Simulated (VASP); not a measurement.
NaCl: relaxation of cell and atoms with AM05

NaCl:

```xyz
2
Lattice="0.0000 2.8100 2.8100 2.8100 0.0000 2.8100 2.8100 2.8100 0.0000" Properties=species:S:1:pos:R:3 pbc="T T T"
Na    0.0000    0.0000    0.0000
Cl    2.8100    2.8100    2.8100
```

| Property | Result |
| --- | --- |
| Program | VASP 6.6.1 |
| Task | relaxation of cell and atoms |
| Functional | AM05 |
| Potentials or basis | VASP PAW PBE potentials, release 64 (Na_pv, Cl) |
| Cutoff | 600 eV |
| k mesh | 8 × 8 × 8 |
| Occupations | gaussian, width 0.03 eV |
| Spin | no spin polarisation |
| Further INCAR settings | ALGO = Normal; EDIFF = 1e-06; IBRION = 2; EDIFFG = -0.01; NSW = 90; ISIF = 3 |

```yaml
Relaxed_volume: 22.93 Å³/atom
Relaxed_cell: a = 4.018 Å, b = 4.018 Å, c = 4.018 Å, α = 60.00°, β = 60.00°, γ = 60.00°
Space_group_after_relaxing_to_0.05_Å: Fm-3m (No. 225)
Energy_gained_by_relaxing: 1.8 meV/atom
Ionic_steps: 4
Pressure_after_relaxing: 0.0 GPa
Band_gap_on_the_k_mesh: 5.05 eV, direct
```

The path:
```csv
step,energy change (eV),largest force (eV/Å),pressure (GPa),volume (Å³)
1,0.0000,0.0000,0.81,44.38
2,-0.0027,0.0000,0.38,45.10
3,-0.0035,0.0000,-0.08,46.02
4,-0.0036,0.0000,0.02,45.86
```

Final structure:
```cif
data_structure
_symmetry_space_group_name_H-M 'P 1'
_symmetry_Int_Tables_number 1
_cell_length_a 4.0177
_cell_length_b 4.0177
_cell_length_c 4.0177
_cell_angle_alpha 60.000
_cell_angle_beta 60.000
_cell_angle_gamma 60.000
_cell_volume 45.86
loop_
_atom_site_label
_atom_site_type_symbol
_atom_site_fract_x
_atom_site_fract_y
_atom_site_fract_z
_atom_site_occupancy
Na1 Na 0.00000 0.00000 0.00000 1
Cl1 Cl 0.50000 0.50000 0.50000 1
```

Levels at points of the mesh, in eV from the valence-band top:
```
           k point  band 5  band 6  band 7  band 8  band 9  band 10
(0.00, 0.00, 0.00)    0.00    0.00    0.00    5.05   11.09    11.09
(0.50, 0.00, 0.00)   -1.86   -0.25   -0.25    7.22   10.48    10.92
(0.50, 0.50, 0.00)   -1.61   -0.58   -0.58    7.52    8.07    11.16
```

It took 22 s on 1 thread of Intel(R) Xeon(R) Platinum 8488C (Sapphire Rapids), with other jobs on the host, peak memory 0.17 GiB.

Caveat: the PAW data sets were made with another functional, which shifts forces and pressure a little. Zero-point motion and thermal expansion aren't in these numbers.
